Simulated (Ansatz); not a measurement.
**SnTe (puckered monolayer (GeS type)): band gap by G0W0 on HSE06**

The cell holds 4 atoms: 2 Sn and 2 Te. Cell: a = 4.559 Å, b = 4.562 Å, c = 29.500 Å, α = 90.0°, β = 90.0°, γ = 90.0°. Vacuum lies along c.

```yaml
method: G0W0 on HSE06, plane waves, PAW (and 1 further level or step)
program: Ansatz 0.2.0
settings_of_one_run: cutoff 420 eV, 6×6×1 k-mesh, default PAW, empty bands 747, screening cutoff 66 eV, screening contour deformation, QP bands (v2, c2), PAW set soft 2
cost: 2 runs, 7.4 min in all on 1 × NVIDIA H100 80GB HBM3 (shared by 6 runs) with 3 threads of AMD EPYC 7R13 (Zen 3), shared host (the runs of this entry)
notes: In doubt: masses and optical values from hybrid runs of this build are listed as unsure (in some of the runs), which bears on the screening that GW takes from such a start. Values taken over the cell’s volume include its vacuum. The structure was relaxed with PBE. Limits: coarse mesh for a sheet; no spin-orbit coupling. Bands and cutoff are finite, so the gap is not at the basis limit. The miss can reach some tenths of an eV and take either sign; the mesh is an error of its own. The calculation has static nuclei and no excitons; a measured gap holds zero-point and thermal motion, which mostly lowers it. With atoms this heavy the missing spin-orbit coupling can matter too. The mesh in the plane is coarse for a sheet; gap and any exciton binding can still move on denser ones.
hse06_gap: 1.03 eV, direct
g0w0_gap_on_the_mesh: 1.76 eV, from k = (0.333, 0.000, 0.000) to k = (0.333, 0.167, 0.000)
gw_settings: 6×6×1 mesh, 747 empty bands, screening to 66 eV
known_limits: not at the basis limit; coarse mesh for a sheet; no spin-orbit coupling
```

The starting gap on the GW mesh lies 0.53 eV above that of the first step, which used other files or more points, so the gap over the zone is lower by roughly that much. The correction moves the gap on the mesh from 1.56 eV to 1.76 eV (+0.20 eV): the valence edge shifts by −0.07 eV and the conduction edge by +0.13 eV on the run's own scale; in a sheet such absolute shifts are far from their band limit.

[Paths, hosts, dates, memory and timing lines, banners, echoed tables and standing remarks are left out of the program output.]

[Logs are printed without paths, hosts, clocks, repeated set-up lines and the standing remarks that a program may print on its own settings, such as how far it seeks lower states.]

[Runs of the session that timed out or met a known fault of the program may be left out.]

[Cells called generated may have been cut or substituted from an entry of the Crystallography Open Database or the Materials Project.]

[Hosts, paths, dates, database ids (printed as entryN), source tags and the programs' standing remarks are cut or masked in the printed files.]
